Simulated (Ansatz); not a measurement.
**InAs: a trigonal deformation path**

Aim: for InAs, look for other minima along a trigonal path.

Computed with Ansatz 0.2.0 (DFT r2SCAN, scalar-relativistic, plane waves, PAW, unless a step's input says otherwise).

## (1) The system as given

Symmetry: Fm-3m, No. 225, cubic system. Conventional cell: a = 5.755 Å, b = 5.755 Å, c = 5.755 Å, α = 90.00°, β = 90.00°, γ = 90.00°. In (site symmetry m-3m) is surrounded by 6 As at 2.88 Å. Around As (site symmetry m-3m) lie 6 In at 2.88 Å.

Coordinates:

```cif
data_structure
_symmetry_space_group_name_H-M 'P 1'
_symmetry_Int_Tables_number 1
_cell_length_a 4.0691
_cell_length_b 4.0691
_cell_length_c 4.0691
_cell_angle_alpha 60.000
_cell_angle_beta 60.000
_cell_angle_gamma 60.000
_cell_volume 47.64
loop_
_atom_site_label
_atom_site_type_symbol
_atom_site_fract_x
_atom_site_fract_y
_atom_site_fract_z
_atom_site_occupancy
In1 In 0.50000 0.50000 0.50000 1
As1 As 0.00000 0.00000 0.00000 1
```

It goes back to an entry of the Materials Project, which need not be the stable form.

The cell is taken as given, not relaxed at this level.

## (2) The undisturbed cell

Input file input.yaml:

```yaml
crystal:
  lattice:
    - [0.0, 2.877304, 2.877304]
    - [2.877304, 0.0, 2.877304]
    - [2.877304, 2.877304, 0.0]
  atoms:
    - { symbol: In, position: [0.5, 0.5, 0.5] }
    - { symbol: As, position: [0.0, 0.0, 0.0] }
basis:
  ecutwfc: 500
kpoints:
  mp_grid: { grid: [16, 16, 16] }
hamiltonian:
  xc: r2scan
scf:
  occupations: { method: gaussian, width: 0.15 }
output:
  forces: true
  stress: true
  eigenvalues: true
```

## (3) Next: a trigonal deformation path

At fixed volume and fractional coordinates, lengths along (0.577, 0.577, 0.577) are scaled against those across it; ρ is that ratio over its starting value.

## (4) Point ρ = 0.500

Edit input.yaml of step 2 so:

```diff
@@ -2,5 +2,5 @@
   lattice:
-    - [0.0, 2.877304, 2.877304]
-    - [2.877304, 0.0, 2.877304]
-    - [2.877304, 2.877304, 0.0]
+    - [-1.2083919588, 2.4167839177, 2.4167839177]
+    - [2.4167839177, -1.2083919588, 2.4167839177]
+    - [2.4167839177, 2.4167839177, -1.2083919588]
   atoms:
```

## (5) At ρ = 2.000

Edit input.yaml of step 4 so:

```diff
@@ -2,5 +2,5 @@
   lattice:
-    - [-1.2083919588, 2.4167839177, 2.4167839177]
-    - [2.4167839177, -1.2083919588, 2.4167839177]
-    - [2.4167839177, 2.4167839177, -1.2083919588]
+    - [1.5224784655, 3.8061961637, 3.8061961637]
+    - [3.8061961637, 1.5224784655, 3.8061961637]
+    - [3.8061961637, 3.8061961637, 1.5224784655]
   atoms:
```

## (6) Point ρ = 0.710

Edit input.yaml of step 5 so:

```diff
@@ -2,5 +2,5 @@
   lattice:
-    - [1.5224784655, 3.8061961637, 3.8061961637]
-    - [3.8061961637, 1.5224784655, 3.8061961637]
-    - [3.8061961637, 3.8061961637, 1.5224784655]
+    - [-0.62355252, 2.6017191353, 2.6017191353]
+    - [2.6017191353, -0.62355252, 2.6017191353]
+    - [2.6017191353, 2.6017191353, -0.62355252]
   atoms:
```

(Steps that only read results are left out.)

Q: Predict the outcome of this session. Wanted: highest point.

As calculated:

| quantity | value |
| --- | --- |
| highest point | 505.8 meV/atom at ρ = 2.000 |

**Reading.** No sampled point lies below the undisturbed cell. No sampled point inside the path is a dip, apart from those named. At ρ = 0.500 the cell takes another symmetry, Pm-3m, 374.8 meV/atom from the start at this fixed volume.
